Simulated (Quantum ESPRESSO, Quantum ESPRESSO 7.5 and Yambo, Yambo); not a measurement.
# Quasiparticle gap of ZrSe2 (1T monolayer) in Yambo

How does a plane-wave GW calculation on ZrSe2 (1T monolayer) run from the first input to the gap?

Method: PBE and many-body steps on it, plane waves, in Quantum ESPRESSO 7.5 and Yambo 5.3.0.

### Step 1. The starting structure

The cell holds 3 atoms: 1 Zr and 2 Se. Its edges and angles: a = 4.315 Å, b = 4.315 Å, c = 16.000 Å, α = 90.0°, β = 90.0°, γ = 120.0°. It derives from  ([{'formula': 'ZrSe2', 'spacegroup': 164, 'source': 'prototype of the bulk crystal'}]). Vacuum lies along c.

The start is a generated structure, not a measured one.

### Step 2. Relaxation

This step: Quantum ESPRESSO 7.5; DFT, PBE, plane waves, norm-conserving pseudopotentials.

A relaxation at this level of theory: leftover forces would pass straight into the levels.

The input, pw.in:

```
&control
  calculation = 'vc-relax'
  prefix = 'x'
  outdir = 'o'
  pseudo_dir = 'pseudo'
  forc_conv_thr = 4e-4
  nstep = 60
/
&system
  ibrav = 0
  nat = 3
  ntyp = 2
  ecutwfc = 98.89999999999999
  nbnd = 27
  force_symmorphic = .true.
  occupations = 'smearing'
  smearing = 'fd'
  degauss = 0.002
/
&electrons
  conv_thr = 1e-9
  electron_maxstep = 80
  mixing_beta = 0.5
/
&ions
/
&cell
  press_conv_thr = 0.3
  cell_dofree = '2Dxy'
/
ATOMIC_SPECIES
  Zr 91.224 Zr.upf
  Se 78.971 Se.upf
CELL_PARAMETERS angstrom
  4.3153998800 -0.0000000000 0.0000000000
  -2.1576999400 3.7372459236 0.0000000000
  0.0000000000 0.0000000000 16.0000000000
ATOMIC_POSITIONS crystal
  Zr 0.0000000000 0.0000000000 0.5000000000
  Se 0.3333333333 0.6666666667 0.6095944424
  Se 0.6666666667 0.3333333333 0.3904055576
K_POINTS automatic
  6 6 1 0 0 0
```

Launch:

```
> OMP_NUM_THREADS=1 mpirun -n 8 pw.x -nk 8 -in pw.in > pw.out
```

What it wrote:

```text
Program PWSCF v.7.5 starts

     This program is part of the open-source Quantum ESPRESSO suite
     for quantum simulation of materials; please cite
         "P. Giannozzi et al., J. Phys.:Condens. Matter 21 395502 (2009);
         "P. Giannozzi et al., J. Phys.:Condens. Matter 29 465901 (2017);
         "P. Giannozzi et al., J. Chem. Phys. 152 154105 (2020);
     in publications or presentations arising from this work. More details at
     Message from routine setup:
     using ibrav=0 with symmetry is DISCOURAGED, use correct ibrav instead

     Message from routine divide_et_impera:
     suboptimal parallelization: some nodes have no k-points

     G-vector sticks info

     bravais-lattice index     =            0
     lattice parameter (alat)  =       8.1549  a.u.
     unit-cell volume          =    1741.3630 (a.u.)^3
     number of atoms/cell      =            3
     number of atomic types    =            2
     number of electrons       =        44.00
     number of Kohn-Sham states=           27
     kinetic-energy cutoff     =      98.9000  Ry
     charge density cutoff     =     395.6000  Ry
     scf convergence threshold =      1.0E-09
     mixing beta               =       0.5000
     number of iterations used =            8  plain     mixing
     energy convergence thresh.=      1.0E-04
     force convergence thresh. =      4.0E-04
     press convergence thresh. =      3.0E-01
     Exchange-correlation= PBE
                           (   1   4   3   4   0   0   0)
     nstep                     =           60

     celldm(1)=   8.154924  celldm(2)=   0.000000  celldm(3)=   0.000000
     celldm(4)=   0.000000  celldm(5)=   0.000000  celldm(6)=   0.000000

     crystal axes: (cart. coord. in units of alat)
               a(1) = (   1.000000  -0.000000   0.000000 )
               a(2) = (  -0.500000   0.866025   0.000000 )
               a(3) = (   0.000000   0.000000   3.707652 )

     reciprocal axes: (cart. coord. in units 2 pi/alat)
               b(1) = (  1.000000  0.577350 -0.000000 )
               b(2) = (  0.000000  1.154701 -0.000000 )
               b(3) = ( -0.000000 -0.000000  0.269712 )
     Pseudo is Norm-conserving + core correction, Zval = 12.0
     Generated using ONCVPSP code by D. R. Hamann
     Using radial grid of 1622 points,  6 beta functions with:
     Pseudo is Norm-conserving + core correction, Zval = 16.0
     Generated using ONCVPSP code by D. R. Hamann
     Using radial grid of 1214 points,  6 beta functions with:
     Zr               12.00    91.22400     Zr( 1.00)
     Se               16.00    78.97100     Se( 1.00)

     12 Sym. Ops., with inversion, found

   Cartesian axes

     site n.     atom                  positions (alat units)
[...]
Se               16.00    78.97100     Se( 1.00)

     12 Sym. Ops., with inversion, found

   Cartesian axes

     site n.     atom                  positions (alat units)
         1        Zr     tau(   1) = (  -0.0000000   0.0000000   1.8538259  )
         2        Se     tau(   2) = (  -0.0000000   0.5094971   2.2191728  )
         3        Se     tau(   3) = (   0.4412375   0.2547486   1.4884789  )

     number of k points=     7  Fermi-Dirac smearing, width (Ry)=  0.0020
                       cart. coord. in units 2pi/alat
[...]
k(    6) = (   0.1888628   0.5451999   0.0000000), wk =   0.6666667
        k(    7) = (   0.3777256   0.6542399   0.0000000), wk =   0.1111111

     Dense  grid:   180191 G-vectors     FFT dimensions: (  45,  45, 192)

     Initial potential from superposition of free atoms

     starting charge      43.9975, renormalised to      44.0000
     Starting wfcs are   28 randomized atomic wfcs

     per-process dynamical memory:   136.0 Mb

     Self-consistent Calculation

[...]
total energy              =    -586.48295548 Ry
[...]
iteration # 10     ecut=    98.90 Ry     beta= 0.50

     total energy              =    -586.48295548 Ry
     estimated scf accuracy    <          1.1E-10 Ry

     iteration # 11     ecut=    98.90 Ry     beta= 0.50

     End of self-consistent calculation

[...]
k = 0.0000 0.2181 0.0000 ( 22590 PWs)   bands (ev):

[...]
2.1929   3.5967   4.3543

          k = 0.0000 0.4362 0.0000 ( 22522 PWs)   bands (ev):

[...]
-46.8268 -46.8217 -46.8216 -27.5563 -27.5014 -27.4543 -12.2170 -11.9418
    -3.7779  -3.2111  -2.6267  -2.3342  -1.0977  -1.0654   0.6846   2.4013
     2.6815   4.2188   4.5241

          k =-0.0000-0.6542 0.0000 ( 22480 PWs)   bands (ev):

     [... further k-points ...]

     the Fermi energy is     0.2502 ev

!    total energy              =    -586.48295548 Ry
     estimated scf accuracy    <          8.2E-13 Ry
     smearing contrib. (-TS)   =      -0.00000040 Ry
     internal energy E=F+TS    =    -586.48295508 Ry

     The total energy is F=E-TS. E is the sum of the following terms:
     one-electron contribution =   -1601.30771989 Ry
     hartree contribution      =     795.98985850 Ry
     xc contribution           =    -116.86033644 Ry
     ewald contribution        =     335.69524274 Ry

     convergence has been achieved in  11 iterations

     Forces acting on atoms (cartesian axes, Ry/au):

[...]
atom    2 type  2   force =     0.00000000    0.00000000    0.00004127
     atom    3 type  2   force =     0.00000000    0.00000000   -0.00004127

     Total force =     0.000058     Total SCF correction =     0.000002

     Computing stress (Cartesian axis) and pressure

          total   stress  (Ry/bohr**3)                   (kbar)     P=        0.01
[...]
0.00000000   0.00000013  -0.00000000            0.00        0.02       -0.00
  -0.00000000  -0.00000000   0.00000004           -0.00       -0.00        0.01

     XML data file, charge density, pseudopotentials, collected wavefunctions

=------------------------------------------------------------------------------=
   JOB DONE.
=------------------------------------------------------------------------------=
```

The job ended after 7 min (8 MPI ranks of Arm Neoverse V1, shared host; peak memory 1.9 GiB).

The steps of the relaxation:

```csv
step,energy less that of the first step (eV),largest force (eV/Å),volume (Å³)
1,0.0000,2.2265,258.04
2,-0.3759,1.9952,252.95
3,-0.7580,1.6914,247.16
4,-1.2205,1.1619,238.59
5,-1.6331,0.1766,226.02
6,-1.7000,0.6483,216.82
7,-1.7172,0.4520,217.52
8,-1.7386,0.3115,216.65
9,-1.7714,0.1488,214.02
10,-1.8085,0.0235,209.11
11,-1.8294,0.1523,201.86
12,-1.8316,0.0725,201.34
13,-1.8322,0.0015,200.95
14,-1.8314,0.0011,200.95
```

```csv
cell as run,before,after,change
a (Å),4.315,3.808,-11.8 %
b (Å),4.315,3.808,-11.8 %
```

The atoms that moved most (Å, along periodic axes as changes of fractional coordinates times the final cell, across vacuum about the mean position):

```csv
atom,dx,dy,dz,length
Se2,0.000,0.000,-0.177,0.177
Se3,0.000,0.000,0.177,0.177
```

The relaxed structure:

```
Zr Se
1.0
     3.80823    0.00000    0.00000
    -1.90412    3.29803    0.00000
     0.00000    0.00000   16.00000
Zr Se
1 2
Direct
  0.00000 0.00000 0.50000
  0.33333 0.66667 0.59854
  0.66667 0.33333 0.40146
```

### Step 3. Ground state

The ground-state density comes first.

The input, pw.in:

```
&control
  calculation = 'scf'
  prefix = 'x'
  outdir = 'o'
  pseudo_dir = 'pseudo'
  tprnfor = .true.
  tstress = .true.
/
&system
  ibrav = 0
  nat = 3
  ntyp = 2
  ecutwfc = 104.0
  nbnd = 35
  force_symmorphic = .true.
/
&electrons
  conv_thr = 1e-10
  electron_maxstep = 80
  mixing_beta = 0.5
/
ATOMIC_SPECIES
  Zr 91.224 Zr.upf
  Se 78.971 Se.upf
CELL_PARAMETERS angstrom
  3.8082320812 -0.0000000003 0.0000000000
  -1.9041160403 3.2980257260 0.0000000000
  0.0000000000 0.0000000000 16.0000000000
ATOMIC_POSITIONS crystal
  Zr 0.0000000000 0.0000000000 0.5000000000
  Se 0.3333333333 0.6666666667 0.5985386353
  Se 0.6666666667 0.3333333333 0.4014613647
K_POINTS automatic
  9 9 1 0 0 0
```

What it wrote:

```text
[banner, memory and clock lines left out]
Program PWSCF v.7.5 starts

     Message from routine setup:
     using ibrav=0 with symmetry is DISCOURAGED, use correct ibrav instead

     G-vector sticks info

     bravais-lattice index     =            0
     lattice parameter (alat)  =       7.1965  a.u.
     unit-cell volume          =    1356.1072 (a.u.)^3
     number of atoms/cell      =            3
     number of atomic types    =            2
     number of electrons       =        60.00
     number of Kohn-Sham states=           35
     kinetic-energy cutoff     =     104.0000  Ry
     charge density cutoff     =     416.0000  Ry
     scf convergence threshold =      1.0E-10
     mixing beta               =       0.5000
     number of iterations used =            8  plain     mixing
     Exchange-correlation= PBE
                           (   1   4   3   4   0   0   0)

     celldm(1)=   7.196516  celldm(2)=   0.000000  celldm(3)=   0.000000
     celldm(4)=   0.000000  celldm(5)=   0.000000  celldm(6)=   0.000000

     crystal axes: (cart. coord. in units of alat)
               a(1) = (   1.000000  -0.000000   0.000000 )
               a(2) = (  -0.500000   0.866025   0.000000 )
               a(3) = (   0.000000   0.000000   4.201425 )

     reciprocal axes: (cart. coord. in units 2 pi/alat)
               b(1) = (  1.000000  0.577350 -0.000000 )
               b(2) = (  0.000000  1.154701 -0.000000 )
               b(3) = ( -0.000000 -0.000000  0.238015 )
     Pseudo is Norm-conserving + core correction, Zval = 12.0
     Generated using ONCVPSP code by D. R. Hamann
     Using radial grid of 1622 points,  6 beta functions with:
     Pseudo is Norm-conserving + core correction, Zval = 24.0
     Generated using ONCVPSP code by D. R. Hamann
     Using radial grid of 1214 points,  6 beta functions with:
     Zr               12.00    91.22400     Zr( 1.00)
     Se               24.00    78.97100     Se( 1.00)

     12 Sym. Ops., with inversion, found

   Cartesian axes

     site n.     atom                  positions (alat units)
         1        Zr     tau(   1) = (   0.0000000   0.0000000   2.1007123  )
         2        Se     tau(   2) = (   0.0000000   0.5773503   2.5147150  )
         3        Se     tau(   3) = (   0.5000000   0.2886751   1.6867097  )

     number of k points=    12
                       cart. coord. in units 2pi/alat
        k(    1) = (   0.0000000   0.0000000   0.0000000), wk =   0.0246914
        k(    2) = (   0.0000000   0.1283001   0.0000000), wk =   0.1481481
        k(    3) = (   0.0000000   0.2566001   0.0000000), wk =   0.1481481
        k(    4) = (   0.0000000   0.3849002   0.0000000), wk =   0.1481481
        k(    5) = (   0.0000000   0.5132002   0.0000000), wk =   0.1481481
        k(    6) = (   0.1111111   0.1924501   0.0000000), wk =   0.1481481
        k(    7) = (   0.1111111   0.3207501   0.0000000), wk =   0.2962963
        k(    8) = (   0.1111111   0.4490502   0.0000000), wk =   0.2962963
        k(    9) = (   0.1111111   0.5773503   0.0000000), wk =   0.1481481
        k(   10) = (   0.2222222   0.3849002   0.0000000), wk =   0.1481481
        k(   11) = (   0.2222222   0.5132002   0.0000000), wk =   0.2962963
        k(   12) = (   0.3333333   0.5773503   0.0000000), wk =   0.0493827

     Dense  grid:   194387 G-vectors     FFT dimensions: (  48,  48, 200)

     Initial potential from superposition of free atoms

     starting charge      59.9975, renormalised to      60.0000
     Starting wfcs are   36 randomized atomic wfcs

     per-process dynamical memory:   140.4 Mb

     Self-consistent Calculation

     iteration #  1     ecut=   104.00 Ry     beta= 0.50

     Threshold (ethr) on eigenvalues was too large:
     Diagonalizing with lowered threshold

     total energy              =   -1454.55972117 Ry
     estimated scf accuracy    <       0.12962365 Ry

     iteration #  2     ecut=   104.00 Ry     beta= 0.50

     total energy              =   -1454.57227783 Ry
     estimated scf accuracy    <       0.06111814 Ry

     iteration #  3     ecut=   104.00 Ry     beta= 0.50

     total energy              =   -1454.58703005 Ry
     estimated scf accuracy    <       0.02717524 Ry

     iteration #  4     ecut=   104.00 Ry     beta= 0.50

     total energy              =   -1454.59048814 Ry
     estimated scf accuracy    <       0.00089124 Ry

     iteration #  5     ecut=   104.00 Ry     beta= 0.50

     total energy              =   -1454.59054103 Ry
     estimated scf accuracy    <       0.00008361 Ry

     iteration #  6     ecut=   104.00 Ry     beta= 0.50

     total energy              =   -1454.59056179 Ry
     estimated scf accuracy    <       0.00001402 Ry

     iteration #  7     ecut=   104.00 Ry     beta= 0.50

     total energy              =   -1454.59056362 Ry
     estimated scf accuracy    <       0.00000012 Ry

     iteration #  8     ecut=   104.00 Ry     beta= 0.50

     total energy              =   -1454.59056368 Ry
     estimated scf accuracy    <       0.00000003 Ry

     iteration #  9     ecut=   104.00 Ry     beta= 0.50

     total energy              =   -1454.59056369 Ry
     estimated scf accuracy    <          4.5E-09 Ry

     iteration # 10     ecut=   104.00 Ry     beta= 0.50

     total energy              =   -1454.59056369 Ry
     estimated scf accuracy    <          9.1E-10 Ry

     iteration # 11     ecut=   104.00 Ry     beta= 0.50

     End of self-consistent calculation

          k = 0.0000 0.0000 0.0000 ( 24297 PWs)   bands (ev):

  -206.9615-206.9615-146.4447-146.4447-146.4447-146.4447-146.4402-146.4402
   -49.3026 -46.6269 -46.6269 -46.6267 -46.6267 -46.6192 -46.6192 -46.6189
   -46.6189 -46.6155 -46.6154 -27.3338 -27.2308 -27.2308 -12.7085 -11.8333
    -3.8018  -2.3170  -2.3170  -0.9055   0.1714   0.1714   1.3003   1.3003
     1.9068   4.6715   4.6716

          k = 0.0000 0.1283 0.0000 ( 24323 PWs)   bands (ev):

  -206.9615-206.9615-146.4447-146.4447-146.4447-146.4447-146.4402-146.4402
   -49.3015 -46.6269 -46.6267 -46.6266 -46.6266 -46.6192 -46.6192 -46.6189
   -46.6189 -46.6155 -46.6154 -27.3290 -27.2513 -27.2352 -12.6045 -11.8302
    -3.6536  -2.6216  -2.2593  -0.7186  -0.6302  -0.2147   1.3626   1.7259
     2.1662   4.0334   4.5876

          k = 0.0000 0.2566 0.0000 ( 24320 PWs)   bands (ev):

  -206.9615-206.9615-146.4447-146.4447-146.4447-146.4447-146.4402-146.4402
   -49.2987 -46.6268 -46.6267 -46.6265 -46.6260 -46.6192 -46.6191 -46.6189
   -46.6188 -46.6154 -46.6153 -27.3176 -27.3019 -27.2463 -12.3324 -11.8179
    -3.3142  -3.0012  -2.1550  -2.0235  -0.6935  -0.5076   1.1328   2.2822
     2.5681   3.7553   4.5437

          k = 0.0000 0.3849 0.0000 ( 24272 PWs)   bands (ev):

     [... further k-points ...]

     highest occupied, lowest unoccupied level (ev):     0.1714    0.7221

!    total energy              =   -1454.59056369 Ry
     estimated scf accuracy    <          3.8E-11 Ry

     The total energy is the sum of the following terms:
     one-electron contribution =   -3615.52410843 Ry
     hartree contribution      =    1741.87320072 Ry
     xc contribution           =    -135.38878190 Ry
     ewald contribution        =     554.44912592 Ry

     convergence has been achieved in  11 iterations

     Forces acting on atoms (cartesian axes, Ry/au):

     atom    1 type  1   force =     0.00000000    0.00000000    0.00000000
     atom    2 type  2   force =     0.00000000    0.00000000    0.00015611
     atom    3 type  2   force =    -0.00000000   -0.00000000   -0.00015611

     Total force =     0.000221     Total SCF correction =     0.000120
     SCF correction compared to forces is large: reduce conv_thr to get better values

     Computing stress (Cartesian axis) and pressure

          total   stress  (Ry/bohr**3)                   (kbar)     P=        0.20
  -0.00000019   0.00000000   0.00000000           -0.03        0.00        0.00
   0.00000000  -0.00000019   0.00000000            0.00       -0.03        0.00
   0.00000000   0.00000000   0.00000444            0.00        0.00        0.65

     XML data file, charge density, pseudopotentials, collected wavefunctions
```

It took 91 s on 8 MPI ranks; peak memory 1.7 GiB; 8.9 min of CPU time.

Numbers from this step:

- total energy: -19790.7128 eV
- gap: 0.5508 eV
- k of the valence top: 0, 0, 0
- k of the conduction bottom: 0, 0.4444, 0
- least direct gap: 1.129 eV
- pressure: 0.02 GPa

The gap is indirect, with the least direct gap 0.58 eV higher.

With these pseudopotential files and this cutoff the stress is not reliable, so the pressure is no result.

[end of part 1 of 3]

[Paths, hosts, dates, memory and timing lines, banners, echoed tables and standing remarks are left out of the program output.]

[Logs are printed without paths, hosts, clocks, repeated set-up lines and the standing remarks that a program may print on its own settings, such as how far it seeks lower states.]

[Runs of the session that timed out or met a known fault of the program may be left out.]

[Hosts, paths, dates, database ids (printed as entryN), source tags and the programs' standing remarks are cut or masked in the printed files.]
